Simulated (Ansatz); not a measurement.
# SiO2: enthalpy against pressure

SiO2, P6_422, a = 5.060 Å, c = 5.541 Å. This isn't the usual stable structure of the compound. Ansatz: r2SCAN, PAW, 500 eV, Γ-centred 6×6×4 mesh on 9 atoms, Gaussian smearing 0.02 eV; no spin polarisation. Cell and atoms are relaxed at each pressure, and no other structure is tried, so the rows at high pressure may lie past a change of phase. y is the enthalpy over the state at zero pressure; there V0 = 13.650 Å³/atom. The pressures are the targets, met within 0.03 GPa.

| P (GPa) | y (eV/atom) |
| --- | --- |
| -1.0 | -0.0855 |
| 0.0 | 0.0000 |
| 1.0 | 0.0849 |
| 4.0 | 0.3362 |
| 12.0 | ? |
| 25.0 | 1.9692 |

**Question.** Fit y = c1 P + c2 P² + c3 P³ to the other rows, say what c1 and c2 mean, and predict the missing value.

**Answer.** Least squares on the rows shown. y = 0.085200 P − 0.00029345 P² + 1.4462×10⁻⁶ P³. Since dH/dP = V, c1 is V0: 0.085200 eV/GPa × 160.2 = 13.649 Å³ against 13.650; c2 = −V0/(2B0) gives B0 = 145 GPa, where a Birch–Murnaghan fit to the volumes of the same runs (not shown) gives 150 GPa. At P = 12.0 the fit asked for gives 0.9826 eV/atom. The run gave 0.9831 eV/atom, so the fit is 0.0005 eV/atom too low, a small miss on the scale of the series.